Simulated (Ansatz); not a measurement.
Runs of Ansatz 0.2.0 on Nb. The structure is cubic, space group Fm-3m (No. 225). The conventional cell has a = 4.230 Å, b = 4.230 Å, c = 4.230 Å, α = 90.00°, β = 90.00°, γ = 90.00°. Nb (site symmetry m-3m) is surrounded by 12 Nb at 2.99 Å. This isn't the form of Nb at room conditions, which is bcc.

```csv
level,gap on the mesh (eV),pressure (GPa),relaxed volume (Å³/atom)
PBE+D4,none,0.0,18.40
PBE+D3(BJ)-ATM,none,0.0,18.13
PBE+D3(BJ),none,0.0,(a)
PBE,none,0.0,18.71
```

Alike in all rows: task relaxation of cell and atoms; potentials or basis Ansatz PAW; no spin polarisation; cell relaxed; k mesh 11 × 11 × 11; cutoff (eV) 420; smearing fermi-dirac 0.05 eV.

Question: Fill in the values left out.

Answer: (a) 18.00.

Caveats: the plane-wave basis is chosen anew once the cell has moved, so the energies of steps on either side of that aren't comparable; pairwise dispersion overbinds metals, which lowers pressure and volume (some runs).

A k mesh can miss the band edges, and the runs leave out spin-orbit coupling on Nb.

A gap of «none» marks a metal or a gap under the smearing width.
